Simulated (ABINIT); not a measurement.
**Sb in ABINIT: the effect of functional**

Crystal: Sb.

```
Sb
1.0
     2.15420    1.24373    3.75800
    -2.15420    1.24373    3.75800
     0.00000   -2.48746    3.75800
Sb
2
Cartesian
  0.0000 0.0000 8.6416
  0.0000 0.0000 2.6324
```

Alike in all runs:

* Program: ABINIT 10.8.3 (patched build)
* Task: band structure
* Potentials or basis: JTH PAW PBE v2.0
* Cutoff: 517 eV
* k mesh: 8 × 8 × 8
* Occupations: fermi-dirac, width 0.05 eV
* Spin: no spin polarisation

| functional | pressure (GPa) | largest force (eV/Å) |
| --- | --- | --- |
| WC | 0.0 | 0.12 |
| LDA | -1.4 | 0.02 |
| PBEsol | -0.2 | 0.11 |
| RPBE | 3.8 | 0.21 |
| BLYP | 6.6 | 0.14 |
| AM05 | ? | ? |
| r2SCAN | 1.5 | 0.01 |
| SCAN | 0.1 | 0.23 |
| revPBE | 3.4 | 0.20 |
| PW91 | 2.5 | 0.15 |

Q: What does the run with functional AM05 give?

A: Pressure -0.1 GPa; largest force 0.08 eV/Å.

Caveats: the PAW data sets were made with another functional, which shifts forces and pressure a little.

Runs at the PBE level aren't shown here.
